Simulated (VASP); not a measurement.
A run of VASP 6.6.1:

Contents of INCAR:

```
SYSTEM = CdSe
ALGO     = Normal         ! electronic algorithm
EDIFF    = 1E-8           ! SCF threshold, eV
ENCUT    = 520            ! plane-wave cutoff, eV
GGA      = PE             ! functional
IBRION   = 8              ! ionic algorithm
ISIF     = 2              ! what is computed and relaxed
ISMEAR   = 0              ! smearing method
IVDW     = 21             ! dispersion correction
LASPH    = .TRUE.         ! aspherical terms in the spheres
LCHARG   = .FALSE.        ! write CHGCAR
LEPSILON = .TRUE.         ! dielectric tensor by DFPT
LREAL    = .FALSE.        ! projectors in reciprocal space
LWAVE    = .FALSE.        ! write WAVECAR
NELM     = 80             ! most SCF steps
PREC     = Accurate       ! precision mode
SIGMA    = 0.05           ! smearing width, eV
```

The input KPOINTS:

```
k-points
0
G
  8 8 8
  0 0 0
```

File POSCAR:

```
CdSe
1.0
    0.0000000000      3.0702711986      3.0702711986
    3.0702711986      0.0000000000      3.0702711986
    3.0702711986      3.0702711986      0.0000000000
Cd Se
1 1
Cartesian
    0.0000000000      0.0000000000      0.0000000000
    1.5351355993      1.5351355993      1.5351355993
```

Potentials or basis: VASP PAW PBE potentials, release 64 (Cd, Se).

Run with:

```sh
$ cat potpaw_PBE.64/Cd/POTCAR potpaw_PBE.64/Se/POTCAR > POTCAR
$ mpirun -np 1 vasp_std > vasp.out
```

Hardware: 1 thread of AMD EPYC 9R14 (Zen 4) (shared host).

Question: Estimate the wall time of this run.

Answer: Run time: 6.5 min on 1 thread of AMD EPYC 9R14 (Zen 4), with other jobs on the host, peak memory 0.32 GiB. Counts: scf iterations 142, k points 29.
